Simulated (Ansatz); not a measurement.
# Mn: the cost of one run

Computed with Ansatz 0.2.0 (DFT PBE, scalar-relativistic, plane waves, PAW, unless a step's input says otherwise).

The COD cell was measured well above room temperature, so it is larger than a cold one.

2 further runs of the same task are left out: 2 that didn't finish.

## Step 1: The starting structure

The structure is cubic, space group Im-3m (No. 229). Conventional cell: a = 2.797 Å, b = 2.797 Å, c = 2.797 Å, α = 90.00°, β = 90.00°, γ = 90.00°. Around Mn (site symmetry m-3m) lie 8 Mn at 2.42 Å.

Coordinates:

```xyz
1
Lattice="-1.3983 1.3983 1.3983 1.3983 -1.3983 1.3983 1.3983 1.3983 -1.3983" Properties=species:S:1:pos:R:3 pbc="T T T"
Mn    0.0000    0.0000    0.0000
```

It is the result of an earlier relaxation at this level (volume 10.94 Å³/atom; gap on the mesh: none (metal), site moments up to 0.9 μB).

## Step 2: Back to the database's cell

Contents of input.yaml:

```yaml
crystal:
  lattice:
    - [-1.5405, 1.5405, 1.5405]
    - [1.5405, -1.5405, 1.5405]
    - [1.5405, 1.5405, -1.5405]
  atoms:
    - { symbol: Mn, position: [0.0, 0.0, 0.0], spin: 0.94 }
basis:
  ecutwfc: 420
kpoints:
  mp_grid: { grid: [20, 20, 20] }
hamiltonian:
  xc: pbe
scf:
  occupations: { method: gaussian, width: 0.1 }
output:
  forces: true
  stress: true
  eigenvalues: true
  populations: true
magnetization:
  spin_polarized: true
```

Started as:

```sh
$ ansatz run input.yaml --threads 1 --pin off --max-ram 2560MiB --backend cpu --events-out ev --progress --plain --runs-dir out
```

What time and memory should one allow on 1 thread of Arm Neoverse V2, shared host?

About 97 s, with a peak of 0.55 GiB.
